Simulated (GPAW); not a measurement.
Crystal: AgBr.

```
CELL_PARAMETERS angstrom
0.00000 2.87015 2.87015
2.87015 0.00000 2.87015
2.87015 2.87015 0.00000
ATOMIC_POSITIONS crystal
Ag 0.00000 0.00000 0.00000
Br 0.50000 0.50000 0.50000
```

Base run:

| Quantity | Value |
| --- | --- |
| Program | GPAW 26.7.0 |
| Functional | PBEsol |
| Potentials or basis | PAW data sets generated in the run's folder for this functional |
| Cutoff | 600 eV |
| Basis | pw |
| k mesh | 8 × 8 × 8 |
| Occupations | fermi-dirac, width 0.05 eV |
| Spin | no spin polarisation |
| Hubbard terms | Ag d U = 4 eV |

Its results: band gap on the k mesh 1.20 eV, indirect (least direct gap 2.62 eV); pressure -0.7 GPa.

Q: The run is repeated on the same cell with these changes: hubbard terms from Ag d U = 4 eV to none. What comes out?

A: Band gap on the k mesh 0.49 eV, indirect (least direct gap 2.46 eV); pressure -1.4 GPa.

The U term pushes filled and empty states of the shell apart.
